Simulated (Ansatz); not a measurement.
Runs of Ansatz 0.2.0 on EuS. It takes space group Fm-3m (No. 225, cubic). Conventional cell: a = 5.957 Å, b = 5.957 Å, c = 5.957 Å, α = 90.00°, β = 90.00°, γ = 90.00°. Eu (site symmetry m-3m) is surrounded by 6 S at 2.98 Å. Around S (site symmetry m-3m) lie 6 Eu at 2.98 Å. 

| task | level | spin | cell | k mesh | points for each segment of the path | mesh quality | gap on the mesh (eV) | pressure (GPa) | moment (μB) | relaxed volume (Å³/atom) |
| --- | --- | --- | --- | --- | --- | --- | --- | --- | --- | --- |
| relaxation of cell and atoms | BLYP+D4 | collinear, ferromagnetic start | relaxed | 8 × 8 × 8 | - | not flagged | - | 0.0 | (c) | 24.90 |
| relaxation of cell and atoms | PBEsol | collinear, ferromagnetic start | relaxed | 8 × 8 × 8 | - | not flagged | - | 0.0 | 6.92 | 23.49 |
| band structure | PBEsol | collinear, ferromagnetic start | as given | 8 × 8 × 8 | 14 | not flagged | none | -5.5 | 6.98 | - |
| band structure | PBEsol | non-collinear, ferromagnetic start, SOC | as given | 6 × 6 × 6 | 14 | not flagged | none | -5.8 | 6.91 | - |
| band structure | HSE03 | collinear, ferromagnetic start | as given | 4 × 4 × 4 | 4 | coarse | 0.49 | 0.5 | 7.00 | - |
| band structure | LDA | non-collinear, ferromagnetic start, SOC | as given | 6 × 6 × 6 | 14 | not flagged | none | -7.8 | (b) | - |
| single point | HSE06 | non-collinear, ferromagnetic start, SOC | as given | 4 × 4 × 4 | - | coarse | 0.46 | 0.4 | - | - |
| relaxation of cell and atoms | B3LYP | collinear, ferromagnetic start | relaxed | 4 × 4 × 4 | - | coarse | 1.32 | 0.0 | 7.00 | (a) |

Alike in all rows: potentials or basis Ansatz PAW; cutoff (eV) 420; smearing fermi-dirac 0.05 eV.

Task: Fill in the values left out.

Result: (a) 27.78; (b) 6.89; (c) 6.96.

Caveats: some runs use coarse meshes; the PAW data sets come from PBE, with cores solved anew for the run's functional, which leaves a small shift of forces and pressure; a cell with one magnetic atom can't hold antiferromagnetic order, which such compounds often take (some runs); spin-orbit coupling is left out, which moves the levels of the heavy elements (some runs); without U or exact exchange the open f shell lies at the Fermi level, which spoils levels, moments and volumes (some runs); the thresholds are loose for stress (some runs); the plane-wave basis is chosen anew once the cell has moved, so the energies of steps on either side of that aren't comparable (some runs); the magnetic or orbital state may not be the lowest (some runs).

A k mesh can miss the band edges, and rows without SOC leave out spin-orbit coupling on Eu.

A gap of «none» marks a metal or a gap under the smearing width.

Runs at the PBE level aren't shown here.
